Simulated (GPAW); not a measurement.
Consider Zr on a Y site in YAlSi.

```cif
data_structure
_symmetry_space_group_name_H-M 'P 1'
_symmetry_Int_Tables_number 1
_cell_length_a 6.9674
_cell_length_b 7.9006
_cell_length_c 7.9006
_cell_angle_alpha 81.346
_cell_angle_beta 64.224
_cell_angle_gamma 64.224
_cell_volume 352.27
loop_
_atom_site_label
_atom_site_type_symbol
_atom_site_fract_x
_atom_site_fract_y
_atom_site_fract_z
_atom_site_occupancy
Zr1 Zr 0.75075 0.72630 0.10688 1
Y2 Y 0.75226 0.05575 0.44593 1
Y3 Y 0.74921 0.38696 0.77759 1
Y4 Y 0.24882 0.27838 0.88888 1
Y5 Y 0.25075 0.61121 0.22235 1
Y6 Y 0.25258 0.94409 0.55461 1
Si7 Si 0.75089 0.01258 0.82017 1
Si8 Si 0.75328 0.35784 0.14810 1
Si9 Si 0.74819 0.68486 0.47541 1
Si10 Si 0.26071 0.97788 0.18147 1
Si11 Si 0.25077 0.31664 0.51626 1
Si12 Si 0.24076 0.65118 0.85530 1
Al13 Al 0.99965 0.99881 0.00202 1
Al14 Al 0.00117 0.33225 0.33402 1
Al15 Al 0.99756 0.66600 0.66910 1
Al16 Al 0.50383 0.16463 0.16671 1
Al17 Al 0.50014 0.49929 0.50122 1
Al18 Al 0.50195 0.83094 0.83427 1
```

Absorber: atom 1, with 2 Si at 2.87 Å, 2 Si at 2.94 Å, 1 Si at 2.95 Å and 4 Al at 3.12 Å (9-fold; the defect atom itself). Method: GPAW, PBE, excited-electron core hole (neutral cell), 18-atom cell with 7.0 Å between holes, 4×3×3 k points, dipole transitions, Gaussian full width 1.57 eV up to 4 eV, rising linearly to 3.5 eV at 25 eV.

Predict the near-edge structure at the Zr L₃ edge.

Main maxima up to 26 eV above the zero (height): 1.0 eV (3.28) and 12.2 eV (0.57). At an L edge the dipole rule selects empty d (and weakly s) states on the absorber, and the strong line at the onset measures the empty part of its d band. 

The Zr L₃ spectrum (energy from the lowest empty level; intensity scaled to a mean of 1 over the first 20 eV):

```csv
E (eV),isotropic,ε ∥ x,ε ∥ y,ε ∥ z
-2.0,0.01,0.00,0.01,0.01
-1.4,0.07,0.06,0.08,0.07
-0.8,0.48,0.41,0.54,0.49
-0.2,1.60,1.44,1.76,1.60
0.4,2.91,2.77,3.04,2.92
1.0,3.28,3.28,3.16,3.41
1.6,2.93,3.03,2.63,3.13
2.2,2.59,2.76,2.43,2.60
2.8,2.30,2.41,2.37,2.13
3.4,1.95,1.89,2.10,1.85
4.0,1.57,1.40,1.70,1.61
4.6,1.25,1.14,1.32,1.27
5.2,1.01,1.02,1.05,0.97
5.8,0.86,0.89,0.87,0.80
6.4,0.76,0.77,0.75,0.75
7.0,0.70,0.69,0.68,0.74
7.6,0.65,0.62,0.63,0.69
8.2,0.59,0.55,0.59,0.63
8.8,0.55,0.50,0.57,0.58
9.4,0.52,0.49,0.54,0.53
10.0,0.50,0.49,0.51,0.49
10.6,0.50,0.53,0.50,0.48
11.2,0.54,0.58,0.53,0.50
11.8,0.56,0.62,0.55,0.52
12.4,0.56,0.61,0.54,0.53
13.0,0.54,0.58,0.52,0.53
13.6,0.52,0.54,0.49,0.53
14.2,0.51,0.52,0.49,0.53
14.8,0.52,0.52,0.50,0.53
15.4,0.52,0.52,0.51,0.53
16.0,0.52,0.52,0.51,0.53
16.6,0.51,0.51,0.50,0.52
17.2,0.49,0.48,0.48,0.51
17.8,0.47,0.45,0.47,0.49
18.4,0.46,0.44,0.47,0.48
19.0,0.45,0.43,0.46,0.46
19.6,0.45,0.43,0.46,0.45
20.2,0.44,0.44,0.46,0.43
20.8,0.45,0.45,0.46,0.43
21.4,0.45,0.46,0.47,0.44
22.0,0.47,0.48,0.48,0.45
22.6,0.48,0.50,0.49,0.47
23.2,0.50,0.51,0.50,0.48
23.8,0.50,0.51,0.50,0.50
24.4,0.51,0.51,0.51,0.51
25.0,0.53,0.52,0.53,0.53
25.6,0.55,0.54,0.55,0.55
26.2,0.58,0.57,0.58,0.58
```

The hole lies in one spin channel, while the script sums the empty states of both and takes the lower zero; where the two channels are split, this blurs and shifts the curve. Only the L₃ part is meant: spin–orbit coupling of the core level isn't computed and the L₂ copy isn't added. The script folds with a Gaussian, whereas the core hole's own line is a Lorentzian, so the onset is too steep and the first peak too high. The starting moments shrank to 0.00 μB or less, so this is hardly a magnetic state. In so small a cell the defects form an ordered array, and no site is far from one. The mesh is coarse (0.29 Å⁻¹ between points), so small maxima may be mesh ripples. Lifetime broadening is put in by hand, and intensities beyond about 20 eV depend on it and on the partial waves; weight that the partial waves miss at high energy is lost.

[Banner, clock and machine lines of the logs are left out without a mark of their own.]

[Logs are printed without paths, hosts, clocks, repeated set-up lines and the standing remarks that a program may print on its own settings, such as how far it seeks lower states.]

[Hosts, paths, dates, database ids (printed as entryN), source tags and the programs' standing remarks are cut or masked in the printed files.]

[Lists of maxima count a maximum above −3 eV only where it reaches 4 % of the highest in the window and stands out from its surroundings by 2 % of it (1.5 % where it reaches 55 %); shoulders and weaker maxima are passed over, and of the rest the first, up to two pre-edge ones and the few strongest are named.]
